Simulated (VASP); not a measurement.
# InSb in VASP: one cell, several levels of theory

Zincblende InSb, under -3.0 % biaxial strain in x and y, free along z is computed at one geometry. Runs: PBE, r2SCAN. The results are then set beside those of Ansatz 0.2.0 for the same cell.

Program: VASP 6.6.1. PAW datasets, plane waves. (Simulation; spin polarisation is off.)

### Step 1. The system as given

The cell comes from an earlier relaxation with r2SCAN in another program, then strained, with the atoms relaxed again.

It is tetragonal, I-4m2 (No. 119); a = 4.499 Å, c = 6.751 Å in the conventional setting, 34.16 Å³ an atom. Near In stand 4 Sb at 2.81 Å; near Sb stand 4 In at 2.81 Å.

Structure file:

```
CELL_PARAMETERS angstrom
0.00000 3.18113 3.37549
3.18113 0.00000 3.37549
3.18113 3.18113 0.00000
ATOMIC_POSITIONS crystal
In 0.00000 0.00000 0.00000
Sb 0.25000 0.25000 0.25000
```

### Step 2. Single point with PBE

The input, INCAR:

```
ENCUT = 520.000000
SIGMA = 0.020000
EDIFF = 1.00e-07
GGA = PE
PREC = Accurate
IBRION = -1
ISIF = 2
ISMEAR = -1
NBANDS = 16
NELM = 120
NSW = 0
LASPH = .TRUE.
LCHARG = .FALSE.
LWAVE = .FALSE.
LREAL = .FALSE.
```

The input, KPOINTS:

```
KPOINTS created by Atomic Simulation Environment
0
Gamma
6 6 6
0 0 0
```

The input, KPOINTS_OPT:

```
special points
7
Reciprocal
0.0000000000 0.0000000000 0.0000000000 1
-0.5000000000 -0.5000000000 0.0000000000 1
-0.3750000000 -0.3750000000 0.2500000000 1
-0.3750000000 0.0000000000 0.3750000000 1
0.0000000000 0.0000000000 0.5000000000 1
-0.5000000000 -0.2500000000 0.2500000000 1
-0.0211590000 -0.0211590000 0.0000000000 1
```

The input, POSCAR:

```
In Sb
 1.0000000000000000
     0.0000000000000000    3.1811276270000000    3.3754891042000001
     3.1811276270000000    0.0000000000000000    3.3754891042000001
     3.1811276270000000    3.1811276270000000    0.0000000000000000
 In  Sb
   1   1
Cartesian
  0.0000000000000000  0.0000000000000000  0.0000000000000000
  1.5905638135000004  1.5905638135000004  1.6877445521000001
```

The run uses the recommended PBE PAW datasets (18 valence electrons a neutral cell).

The run is started by

```sh
$ mpirun -np 1 vasp_std
```

### Step 3. r2SCAN at this geometry

INCAR, as its differences from that of step 2:

```diff
@@ -3,3 +3,4 @@
 EDIFF = 1.00e-07
-GGA = PE
+ALGO = Normal
+METAGGA = R2SCAN
 PREC = Accurate
```

KPOINTS is that of step 2.

KPOINTS_OPT is that of step 2.

POSCAR is that of step 2.

**Question.** What will these runs give? Wanted: for each run, gap; pressure; Ansatz: gap; Ansatz: pressure.

The runs gave:

| level | gap (eV) | pressure (GPa) | Ansatz: gap (eV) | Ansatz: pressure (GPa) |
| --- | --- | --- | --- | --- |
| PBE | -0.02 | 2.89 | -0.02 | 2.91 |
| r2SCAN | 0.07 | 1.41 | 0.07 | 1.39 |

A negative gap is an overlap of bands.

The gap runs from -0.02 eV (PBE) to 0.07 eV (r2SCAN). Spin-orbit coupling is left out, though the cell holds Sb (Z = 51); in an element this heavy it can shift bands and gaps by tenths of an eV. The pressure is highest with PBE (2.9 GPa) and lowest with r2SCAN (1.4 GPa), which orders the cells that they would relax to. The two programs agree on the gap within 0.01 eV, far less than the spread between functionals. The two codes have different PAW datasets and cutoffs. VASP's cell holds 18 valence electrons and Ansatz's 28.
